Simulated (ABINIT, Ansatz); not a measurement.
# Quasiparticle gap of SiC (P6_3mc) in ABINIT, part 2 of 3

Wanted: ground state, empty states, screening and self-energy for SiC (P6_3mc).

ABINIT 10.8.3; PBE and many-body steps on it, plane waves. Known limits of the many-body steps: not at the basis limit.

So far. Step 2 (Ground state): The gap is indirect, with the least direct gap 1.13 eV higher.

### 3. Bands along the symmetry lines

Level of this step: DFT, PBE, plane waves, norm-conserving pseudopotentials (ABINIT).

The cheap functional maps the bands first; the places of the edges decide which points the dearer methods must see.

File run.abi:

```
acell 3*1.0 Angstrom
rprim 
  3.075694149693 -0.000000000023 0.000000000000
  -1.537847074826 2.663629267917 0.000000000000
  0.000000000000 0.000000000000 10.070646480000
ntypat 2
znucl 14 6
natom 8
typat 1 1 1 1 2 2 2 2
xred 
  0.666666666667 0.333333333333 0.937841980000
  0.333333333333 0.666666666667 0.437841980000
  -0.000000000000 -0.000000000000 0.687894380000
  -0.000000000000 -0.000000000000 0.187894380000
  0.666666666667 0.333333333333 0.749802590000
  0.333333333333 0.666666666667 0.249802590000
  -0.000000000000 -0.000000000000 0.500460050000
  -0.000000000000 -0.000000000000 0.000460050000
pp_dirpath "pseudos"
pseudos "Si.upf, C.upf"
ecut 37
iscf -2
irdden 1
kptopt 0
nkpt 39
kpt 
  0.00000000 0.00000000 0.00000000
  0.12500000 0.00000000 0.00000000
  0.25000000 0.00000000 0.00000000
  0.37500000 0.00000000 0.00000000
  0.50000000 0.00000000 0.00000000
  0.45833333 0.08333333 0.00000000
  0.41666666 0.16666666 0.00000000
  0.37500000 0.25000000 0.00000000
  0.33333333 0.33333333 0.00000000
  0.25000000 0.25000000 0.00000000
  0.16666666 0.16666666 0.00000000
  0.08333333 0.08333333 0.00000000
  0.00000000 0.00000000 0.00000000
  0.00000000 0.00000000 0.12500000
  0.00000000 0.00000000 0.25000000
  0.00000000 0.00000000 0.37500000
  0.00000000 0.00000000 0.50000000
  0.12500000 0.00000000 0.50000000
  0.25000000 0.00000000 0.50000000
  0.37500000 0.00000000 0.50000000
  0.50000000 0.00000000 0.50000000
  0.45833333 0.08333333 0.50000000
  0.41666666 0.16666666 0.50000000
  0.37500000 0.25000000 0.50000000
  0.33333333 0.33333333 0.50000000
  0.25000000 0.25000000 0.50000000
  0.16666666 0.16666666 0.50000000
  0.08333333 0.08333333 0.50000000
  0.00000000 0.00000000 0.50000000
  0.50000000 0.00000000 0.50000000
  0.50000000 0.00000000 0.37500000
  0.50000000 0.00000000 0.25000000
  0.50000000 0.00000000 0.12500000
  0.50000000 0.00000000 0.00000000
  0.33333333 0.33333333 0.50000000
  0.33333333 0.33333333 0.37500000
  0.33333333 0.33333333 0.25000000
  0.33333333 0.33333333 0.12500000
  0.33333333 0.33333333 0.00000000
istwfk *1
nband 23
nbdbuf 2
tolwfr 1e-08
nstep 40
prtwf 0
prtvol 0
indata_prefix "in"
outdata_prefix "out"
tmpdata_prefix "tmp"
```

The run is started by

```sh
$ OMP_NUM_THREADS=1 mpirun -n 16 abinit run.abi > log
```

Numbers of over 12 decimals in the logs are rounded to 6 here.

What it wrote:

```text
.Version 10.8.3 of ABINIT. v10.8.2 released Aug 2026.

 Symmetries : space group P6_3 m c (#186); Bravais hP (primitive hexag.)
[... echo of the input left out ...]
== DATASET  1 ==================================================================
-   mpi_nproc: 16, omp_nthreads: 1 (-1 if OMP is not activated)
-    --> not optimal distribution: autoparal keyword recommended in input file <--

--- !DatasetInfo
iteration_state: {dtset: 1, }
dimensions: {natom: 8, nkpt: 39, mband: 23, nsppol: 1, nspinor: 1, nspden: 1, mpw: 6045, }
cutoff_energies: {ecut:  37.0, pawecutdg:  -1.0, }
electrons: {nelect:   3.20000000E+01, charge:   0.00000000E+00, occopt:   1.00000000E+00, tsmear:   1.00000000E-02, }

 Real(R)+Recip(G) space primitive vectors, cartesian coordinates (Bohr,Bohr^-1):
 R(1)=  5.8122196  0.0000000  0.0000000  G(1)=  0.1720513  0.0993339  0.0000000
 R(2)= -2.9061098  5.0335298  0.0000000  G(2)=  0.0000000  0.1986677  0.0000000
 R(3)=  0.0000000  0.0000000 19.0307638  G(3)=  0.0000000  0.0000000  0.0525465
 Unit cell volume ucvol=  5.5676366E+02 bohr^3
 Angles (23,13,12)=  9.00000000E+01  9.00000000E+01  1.20000000E+02 degrees

 getcut: wavevector=  0.0000  0.0000  0.0000  ngfft=  32  32 108
         ecut(hartree)=     37.000   => boxcut(ratio)=   2.01068

--- Pseudopotential description ------------------------------------------------
- Si Generated using ONCVPSP code by D. R. Hamann
- 14.00000   4.00000  171031                  znucl, zion, pspdat
12 -101130 2 -1 1510                          pspcod,pspxc,lmax,lloc,mmax
     nproj     2     2     2
  pspatm : epsatm=    9.34321561
         --- l  ekb(1:nproj) -->
             0    5.168965    0.829883
             1    2.571282    0.578307
             2   -2.427311   -0.488097
 pspatm: atomic psp has been read  and splines computed

- C Generated using ONCVPSP code by D. R. Hamann
-  6.00000   4.00000  171031                  znucl, zion, pspdat
12 -101130 1 -1 1248                          pspcod,pspxc,lmax,lloc,mmax
     nproj     2     2     0
  pspatm : epsatm=    4.31346680
         --- l  ekb(1:nproj) -->
[...]
pspatm: atomic psp has been read  and splines computed

--------------------------------------------------------------------------------

================================================================================
 prteigrs : about to open file out_EIG
 Non-SCF case, kpt    1 (  0.00000  0.00000  0.00000), residuals and eigenvalues=
  3.58E-09  2.98E-09  2.79E-09  2.73E-09  3.24E-09  8.83E-09  7.61E-09  4.43E-09
  8.11E-09  3.04E-09  6.56E-09  4.21E-09  8.70E-09  5.58E-09  6.88E-09  7.76E-09
  4.66E-09  7.00E-09  4.90E-09  5.51E-09  6.76E-09  3.09E-06  1.99E-07
 -3.1516E-01 -2.7183E-01 -2.7047E-01 -1.8372E-01 -6.2487E-02  9.3494E-02
  9.4983E-02  2.1124E-01  2.1124E-01  2.2822E-01  2.2822E-01  2.3345E-01
  2.3345E-01  2.5300E-01  2.5495E-01  2.5495E-01  4.4278E-01  4.6407E-01
[...]
4.4589E-01  4.6079E-01  4.6079E-01  5.8369E-01  5.8408E-01

--- !ResultsGS
iteration_state: {dtset: 1, }
comment   : Summary of ground state results
lattice_vectors:
- [  5.8122196,  -0.0000000,   0.0000000, ]
- [ -2.9061098,   5.0335298,   0.0000000, ]
- [  0.0000000,   0.0000000,  19.0307638, ]
lattice_lengths: [   5.81222,    5.81222,   19.03076, ]
lattice_angles: [ 90.000,  90.000, 120.000, ] # degrees, (23, 13, 12)
lattice_volume:   5.5676366E+02
convergence: {deltae:  0.000E+00, res2:  0.000E+00, residm:  9.898E-09, diffor:  0.000E+00, }
etotal    :  -4.10784775E+01
entropy   :   0.00000000E+00
fermie    :   2.54948116E-01
cartesian_stress_tensor: null
pressure_GPa: null
xred      :
- [  6.6667E-01,   3.3333E-01,   9.3784E-01, Si]
- [  3.3333E-01,   6.6667E-01,   4.3784E-01, Si]
- [  3.7007E-17,   3.7007E-17,   6.8789E-01, Si]
- [  3.7007E-17,   3.7007E-17,   1.8789E-01, Si]
- [  6.6667E-01,   3.3333E-01,   7.4980E-01,  C]
- [  3.3333E-01,   6.6667E-01,   2.4980E-01,  C]
- [  3.7007E-17,   3.7007E-17,   5.0046E-01,  C]
- [  3.7007E-17,   3.7007E-17,   4.6005E-04,  C]
cartesian_forces: null
force_length_stats: {min: null, max: null, mean: null, }

 Integrated electronic density in atomic spheres:
 ------------------------------------------------
 Atom  Sphere_radius  Integrated_density
[...]
================================================================================

 ----iterations are completed or convergence reached----

 Mean square residual over all n,k,spin=   54.714E-10; max=  98.983E-10
 reduced coordinates (array xred) for    8 atoms
[...]
0.000000000000      0.000000000000      0.500460050000
       0.000000000000      0.000000000000      0.000460050000

 cartesian coordinates (angstrom) at end:
    1      1.537847     0.887876     9.444675
    2      1.367e-11     1.775753     4.409352
    3      0.000000     0.000000     6.927541
[...]
7      0.000000     0.000000     5.039956
    8      0.000000     0.000000     0.004633
 length scales=  1.889726125908  1.889726125908  1.889726125908 bohr
              =  1.000000000000  1.000000000000  1.000000000000 angstroms
 prteigrs : about to open file out_EIG
 Eigenvalues (hartree) for nkpt=  39  k points:
 kpt#   1, nband= 23, wtk=  1.00000, kpt=  0.0000  0.0000  0.0000 (reduced coord)
[...]
kpt#   2, nband= 23, wtk=  1.00000, kpt=  0.1250  0.0000  0.0000 (reduced coord)
[...]
kpt#   3, nband= 23, wtk=  1.00000, kpt=  0.2500  0.0000  0.0000 (reduced coord)
[...]
kpt#  38, nband= 23, wtk=  1.00000, kpt=  0.3333  0.3333  0.1250 (reduced coord)
[...]
0.39582    0.39582    0.44999    0.46778    0.46778    0.57227    0.58347
 kpt#  39, nband= 23, wtk=  1.00000, kpt=  0.3333  0.3333  0.0000 (reduced coord)
  -0.15069   -0.14294   -0.14294   -0.13979   -0.02756   -0.01282   -0.01282    0.02704
   0.02704    0.02797    0.09379    0.09379    0.10788    0.14924    0.14924    0.19337
   0.40118    0.40118    0.44589    0.46079    0.46079    0.58369    0.58408

== END DATASET(S) ==============================================================
================================================================================

 -outvars: echo values of variables after computation  --------
            nband          23
             nkpt          39
          spgroup         186
 [... the other variables as echoed above ...]

 Calculation completed.
```

Elapsed: 21 s, on 16 MPI ranks of Arm Neoverse N1, shared host; peak memory 1.1 GiB; 5.5 min of CPU time.

This step gave:

* gap: 2.228 eV
* k of the valence top: 0, 0, 0
* k of the conduction bottom: 0.5, 0, 0
* least direct gap: 3.353 eV

The gap is 2.228 eV, as in the run before at this level.

The electronic bands at the labelled points (eV, zero at the top of the highest filled band):

| point | band 13 | band 14 | band 15 | band 16 | band 17 | band 18 | band 19 | band 20 |
| --- | --- | --- | --- | --- | --- | --- | --- | --- |
| Γ | -0.58 | -0.05 | 0.00 | 0.00 | 5.11 | 5.69 | 6.31 | 6.34 |
| halfway | -1.67 | -1.63 | -0.84 | -0.55 | 3.79 | 4.30 | 5.08 | 6.14 |
| M | -2.37 | -2.23 | -1.58 | -1.13 | 2.23 | 2.36 | 4.24 | 4.76 |
| halfway | -3.20 | -2.57 | -1.93 | -1.85 | 3.15 | 3.99 | 4.73 | 6.09 |
| K | -4.00 | -2.88 | -2.88 | -1.68 | 3.98 | 3.98 | 5.20 | 5.60 |
| halfway | -2.51 | -2.08 | -1.56 | -0.93 | 4.70 | 4.93 | 5.30 | 6.34 |
| Γ | -0.58 | -0.05 | 0.00 | 0.00 | 5.11 | 5.69 | 6.31 | 6.34 |
| halfway | -0.41 | -0.41 | -0.06 | -0.06 | 5.17 | 5.54 | 6.52 | 6.58 |
| A | -0.21 | -0.21 | -0.21 | -0.21 | 5.32 | 5.32 | 6.78 | 6.78 |
| halfway | -1.28 | -1.28 | -0.92 | -0.92 | 3.96 | 3.96 | 5.58 | 5.58 |
| L | -2.51 | -2.51 | -1.56 | -1.56 | 2.64 | 2.64 | 4.22 | 4.22 |
| halfway | -3.23 | -3.23 | -2.04 | -2.04 | 3.53 | 3.53 | 5.51 | 5.51 |
| H | -2.76 | -2.76 | -2.46 | -2.46 | 3.25 | 3.25 | 6.69 | 6.69 |
| halfway | -2.15 | -2.15 | -1.04 | -1.04 | 4.96 | 4.96 | 5.53 | 5.53 |
| A | -0.21 | -0.21 | -0.21 | -0.21 | 5.32 | 5.32 | 6.78 | 6.78 |
| jump to L | -2.51 | -2.51 | -1.56 | -1.56 | 2.64 | 2.64 | 4.22 | 4.22 |
| halfway | -2.49 | -1.97 | -1.89 | -1.24 | 2.47 | 2.47 | 4.03 | 4.79 |
| M | -2.37 | -2.23 | -1.58 | -1.13 | 2.23 | 2.36 | 4.24 | 4.76 |
| jump to H | -2.76 | -2.76 | -2.46 | -2.46 | 3.25 | 3.25 | 6.69 | 6.69 |
| halfway | -3.58 | -2.65 | -2.65 | -2.00 | 3.55 | 3.55 | 5.62 | 6.19 |
| K | -4.00 | -2.88 | -2.88 | -1.68 | 3.98 | 3.98 | 5.20 | 5.60 |

### 4. Empty states on the mesh, 6×6×2 mesh, 599 bands

The sums over transitions need many empty states on a uniform mesh; this step solves for them.

File run.abi:

```
acell 3*1.0 Angstrom
rprim 
  3.075694149693 -0.000000000023 0.000000000000
  -1.537847074826 2.663629267917 0.000000000000
  0.000000000000 0.000000000000 10.070646480000
ntypat 2
znucl 14 6
natom 8
typat 1 1 1 1 2 2 2 2
xred 
  0.666666666667 0.333333333333 0.937841980000
  0.333333333333 0.666666666667 0.437841980000
  -0.000000000000 -0.000000000000 0.687894380000
  -0.000000000000 -0.000000000000 0.187894380000
  0.666666666667 0.333333333333 0.749802590000
  0.333333333333 0.666666666667 0.249802590000
  -0.000000000000 -0.000000000000 0.500460050000
  -0.000000000000 -0.000000000000 0.000460050000
pp_dirpath "pseudos"
pseudos "Si.upf, C.upf"
ecut 37
ngkpt 6 6 2
nshiftk 1
shiftk 0 0 0
kptopt 1
chksymbreak 0
iscf -2
irdden 1
istwfk *1
nband 599
nbdbuf 54
tolwfr 1e-09
nstep 60
prtvol 0
indata_prefix "in"
outdata_prefix "out"
tmpdata_prefix "tmp"
```

What it wrote:

```text
.Version 10.8.3 of ABINIT. v10.8.2 released Aug 2026.

 Symmetries : space group P6_3 m c (#186); Bravais hP (primitive hexag.)
[... echo of the input left out ...]
== DATASET  1 ==================================================================
-   mpi_nproc: 16, omp_nthreads: 1 (-1 if OMP is not activated)
-    --> not optimal distribution: autoparal keyword recommended in input file <--

--- !DatasetInfo
iteration_state: {dtset: 1, }
dimensions: {natom: 8, nkpt: 14, mband: 599, nsppol: 1, nspinor: 1, nspden: 1, mpw: 6030, }
cutoff_energies: {ecut:  37.0, pawecutdg:  -1.0, }
electrons: {nelect:   3.20000000E+01, charge:   0.00000000E+00, occopt:   1.00000000E+00, tsmear:   1.00000000E-02, }

 Real(R)+Recip(G) space primitive vectors, cartesian coordinates (Bohr,Bohr^-1):
 R(1)=  5.8122196  0.0000000  0.0000000  G(1)=  0.1720513  0.0993339  0.0000000
 R(2)= -2.9061098  5.0335298  0.0000000  G(2)=  0.0000000  0.1986677  0.0000000
 R(3)=  0.0000000  0.0000000 19.0307638  G(3)=  0.0000000  0.0000000  0.0525465
 Unit cell volume ucvol=  5.5676366E+02 bohr^3
 Angles (23,13,12)=  9.00000000E+01  9.00000000E+01  1.20000000E+02 degrees

 getcut: wavevector=  0.0000  0.0000  0.0000  ngfft=  32  32 108
         ecut(hartree)=     37.000   => boxcut(ratio)=   2.01068

--- Pseudopotential description ------------------------------------------------
- Si Generated using ONCVPSP code by D. R. Hamann
- 14.00000   4.00000  171031                  znucl, zion, pspdat
12 -101130 2 -1 1510                          pspcod,pspxc,lmax,lloc,mmax
     nproj     2     2     2
  pspatm : epsatm=    9.34321561
         --- l  ekb(1:nproj) -->
             0    5.168965    0.829883
             1    2.571282    0.578307
             2   -2.427311   -0.488097
 pspatm: atomic psp has been read  and splines computed

- C Generated using ONCVPSP code by D. R. Hamann
-  6.00000   4.00000  171031                  znucl, zion, pspdat
12 -101130 1 -1 1248                          pspcod,pspxc,lmax,lloc,mmax
     nproj     2     2     0
  pspatm : epsatm=    4.31346680
         --- l  ekb(1:nproj) -->
[...]
pspatm: atomic psp has been read  and splines computed

--------------------------------------------------------------------------------

================================================================================
 prteigrs : about to open file out_EIG
 Non-SCF case, kpt    1 (  0.00000  0.00000  0.00000), residuals and eigenvalues=
  2.13E-10  1.31E-10  9.35E-11  9.47E-11  2.82E-10  7.52E-10  2.82E-10  4.64E-10
  6.06E-10  4.95E-10  7.79E-10  8.06E-10  9.87E-10  5.35E-10  5.26E-10  6.73E-10
  2.00E-10  2.36E-10  3.04E-10  3.35E-10  2.13E-10  2.10E-10  1.00E-10  2.14E-10
[...]
7.42E-04  7.47E-04  2.64E-03  2.16E-03  1.72E-03  3.97E-03  3.88E-03
 -3.1516E-01 -2.7183E-01 -2.7047E-01 -1.8372E-01 -6.2487E-02  9.3494E-02
  9.4983E-02  2.1124E-01  2.1124E-01  2.2822E-01  2.2822E-01  2.3345E-01
  2.3345E-01  2.5300E-01  2.5495E-01  2.5495E-01  4.4278E-01  4.6407E-01
[...]
7.1885E+00  7.1967E+00  7.1967E+00  7.2515E+00  7.2700E+00  7.2842E+00
  7.2842E+00  7.3109E+00  7.3436E+00  7.3640E+00  7.3647E+00  7.3742E+00
  7.3779E+00  7.4089E+00  7.4180E+00  7.4323E+00  7.4400E+00
 prteigrs : prtvol=0 or 1, do not print more k-points.

--- !ResultsGS
iteration_state: {dtset: 1, }
comment   : Summary of ground state results
lattice_vectors:
- [  5.8122196,  -0.0000000,   0.0000000, ]
- [ -2.9061098,   5.0335298,   0.0000000, ]
- [  0.0000000,   0.0000000,  19.0307638, ]
lattice_lengths: [   5.81222,    5.81222,   19.03076, ]
lattice_angles: [ 90.000,  90.000, 120.000, ] # degrees, (23, 13, 12)
lattice_volume:   5.5676366E+02
convergence: {deltae:  0.000E+00, res2:  0.000E+00, residm:  9.991E-10, diffor:  0.000E+00, }
etotal    :  -4.10784775E+01
entropy   :   0.00000000E+00
fermie    :   2.54948116E-01
cartesian_stress_tensor: null
pressure_GPa: null
xred      :
- [  6.6667E-01,   3.3333E-01,   9.3784E-01, Si]
- [  3.3333E-01,   6.6667E-01,   4.3784E-01, Si]
- [  3.7007E-17,   3.7007E-17,   6.8789E-01, Si]
- [  3.7007E-17,   3.7007E-17,   1.8789E-01, Si]
- [  6.6667E-01,   3.3333E-01,   7.4980E-01,  C]
- [  3.3333E-01,   6.6667E-01,   2.4980E-01,  C]
- [  3.7007E-17,   3.7007E-17,   5.0046E-01,  C]
- [  3.7007E-17,   3.7007E-17,   4.6005E-04,  C]
cartesian_forces: null
force_length_stats: {min: null, max: null, mean: null, }

 Integrated electronic density in atomic spheres:
 ------------------------------------------------
 Atom  Sphere_radius  Integrated_density
[...]
================================================================================

 ----iterations are completed or convergence reached----

 Mean square residual over all n,k,spin=   38.415E-11; max=  99.914E-11
 reduced coordinates (array xred) for    8 atoms
[...]
0.000000000000      0.000000000000      0.500460050000
       0.000000000000      0.000000000000      0.000460050000

 cartesian coordinates (angstrom) at end:
    1      1.537847     0.887876     9.444675
    2      1.367e-11     1.775753     4.409352
    3      0.000000     0.000000     6.927541
[...]
7      0.000000     0.000000     5.039956
    8      0.000000     0.000000     0.004633
 length scales=  1.889726125908  1.889726125908  1.889726125908 bohr
              =  1.000000000000  1.000000000000  1.000000000000 angstroms
 prteigrs : about to open file out_EIG
 Eigenvalues (hartree) for nkpt=  14  k points:
 kpt#   1, nband=599, wtk=  0.01389, kpt=  0.0000  0.0000  0.0000 (reduced coord)
[...]
7.15816    7.16356    7.16578    7.16578    7.17222    7.17222    7.18853    7.19671
   7.19671    7.25154    7.26999    7.28419    7.28420    7.31090    7.34364    7.36397
   7.36473    7.37423    7.37785    7.40890    7.41802    7.43226    7.44002
 prteigrs : prtvol=0 or 1, do not print more k-points.

== END DATASET(S) ==============================================================
================================================================================

 -outvars: echo values of variables after computation  --------
            nband         599
             nkpt          14
          spgroup         186
 [... the other variables as echoed above ...]

 Calculation completed.
```

Elapsed: 15 min, on 16 MPI ranks; peak memory 2.1 GiB; 4.1 h of CPU time.

Numbers from this step:

- gap: 2.228 eV
- k of the valence top: 0, 0, 0
- k of the conduction bottom: 0.5, 0, 0
- least direct gap: 3.353 eV
- k points computed: 14
- lowest point of the top converged band, above the valence top: 181.2727 eV

On this mesh the gap is 2.228 eV.

(Part 2 of 3 ends here.)

[Paths, hosts, dates, memory and timing lines, banners, echoed tables and standing remarks are left out of the program output.]

[Logs are printed without paths, hosts, clocks, repeated set-up lines and the standing remarks that a program may print on its own settings, such as how far it seeks lower states.]

[Runs of the session that timed out or met a known fault of the program may be left out.]

[Hosts, paths, dates, database ids (printed as entryN), source tags and the programs' standing remarks are cut or masked in the printed files.]

[G0W0 gaps are taken among the corrected bands and points alone; a level outside them can change the order at an edge.]

[Where Ansatz stands beside ABINIT at settings called matched, ABINIT's density can come from a denser mesh and the files from another edition; pairs whose starting gaps differed by over 0.03 eV were left out, so agreement reads better than it is.]
